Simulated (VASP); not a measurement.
A run of VASP 6.6.1 is set up as follows.

INCAR

```
SYSTEM = As
  PREC = Accurate
  ENCUT = 520
  EDIFF = 1E-7
  ISMEAR = 0
  SIGMA = 0.02
  LREAL = .False.
  LASPH = .True.
  NELM = 60
  ALGO = Normal
  ISIF = 2
  LWAVE = .False.
  LCHARG = .True.
  LDIPOL = .True.
  IDIPOL = 3
  DIPOL = 0.5 0.5 0.500
  GGA = PE
  IVDW = 12
  LELF = .True.
  LVHAR = .True.
  LVACPOTAV = .True.
  NBANDS = 12
```

KPOINTS

```
Automatic mesh
0
Gamma
  9 9 1
  0 0 0
```

The input POSCAR:

```
As
1.0
    3.7500000000      0.0000000000      0.0000000000
   -1.8750000000      3.2475952642      0.0000000000
    0.0000000000      0.0000000000     28.5742413766
As
2
Direct
    0.3333333333      0.6666666667      0.4895185319
    0.6666666667      0.3333333333      0.5104814681
```

Potentials or basis: VASP PAW PBE potentials, release 64 (As).

The run is started by

```console
$ cat potpaw_PBE.64/As/POTCAR > POTCAR
$ mpirun -np 1 vasp_std > vasp.out
```

Q: Estimate the work function of the lower face.

A: 4.18 eV.

Q: What does it give for the largest force?

A: 3.484 eV/Å.

Q: Estimate the work function of the upper face.

A: 4.18 eV.

Q: What does it give for the dispersion energy per atom?

A: -0.198 eV.

Forces in eV/Å, atoms in the order of the input:
```
As   0.000  0.000 -3.484
As   0.000  0.000  3.484
```
